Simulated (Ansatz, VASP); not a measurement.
C in VASP and in Ansatz

```
C
1.0
    -0.02433    2.06934    3.15961
     1.19677   -0.01405    3.15961
     1.17244    2.05529    0.00000
C
2
Direct
  0.17881 0.82119 0.15438
  0.82119 0.17881 0.84562
```

Alike in both runs: task single point; functional PBEsol; k mesh 14 × 14 × 14; occupations gaussian, width 0.02 eV; no spin polarisation.

|  | VASP | Ansatz |
| --- | --- | --- |
| version | VASP 6.6.1 | Ansatz 0.2.0 |
| potentials or method | VASP PAW PBE potentials, release 64 (C) | scalar-relativistic, plane waves, PAW |
| plane-wave cutoff (eV) | 520 | 420 |
| valence electrons in the cell | 8 | 8 |

Ansatz gave:

```
gap on the k mesh at the Fermi level (eV)       : 0.04
least direct gap on the mesh (eV)               : 0.59
pressure (GPa)                                  : 30.1
largest component of the traceless stress (GPa) : 25.49
rms of the force components (eV/Å)              : 1.987
```

**Question.** Which values does VASP return?

**Answer.** gap on the k mesh at the Fermi level (eV): 0.04; least direct gap on the mesh (eV): 0.58; pressure (GPa): 30.8; largest component of the traceless stress (GPa): 26.35; rms of the force components (eV/Å): 1.983.

Atom by atom the forces differ by 0.004 eV/Å (rms over components). With one functional, cell and mesh, what is left measures potentials, basis and numerics.

Caveats: so large a pressure means that the cell lies far from this level's equilibrium, or that cutoff or potentials fall short (VASP); the potentials were made for another functional, which shifts forces and pressure (VASP).
